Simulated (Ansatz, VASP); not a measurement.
**Two plane-wave programs on Tl**

```
Tl
1.0
    -2.17881    2.17881    1.54042
     2.17881   -2.17881    1.54042
     2.17881    2.17881   -1.54042
Tl
1
Direct
  0.00000 0.00000 0.00000
```

Alike in both runs: task single point; functional PBEsol; k mesh 20 × 20 × 20; occupations gaussian, width 0.15 eV; no spin polarisation.

|  | VASP | Ansatz |
| --- | --- | --- |
| version | VASP 6.6.1 | Ansatz 0.2.0 |
| potentials or method | VASP PAW PBE potentials, release 64 (Tl_d) | scalar-relativistic, plane waves, PAW |
| plane-wave cutoff (eV) | 520 | 420 |
| valence electrons in the cell | 13 | 13 |

Ansatz gave:

- gap on the k mesh at the Fermi level (eV): none
- pressure (GPa): 0.6
- largest component of the traceless stress (GPa): 3.31

Task: Which values does VASP return?

Result: gap on the k mesh at the Fermi level (eV): none; pressure (GPa): 0.5; largest component of the traceless stress (GPa): 3.32.

A gap of «none» marks a metal or a gap that the smearing closes.

Caveats: the PAW data sets were made with another functional, which shifts forces and pressure a little (VASP). Spin-orbit coupling is left out, which matters for the levels of Tl.
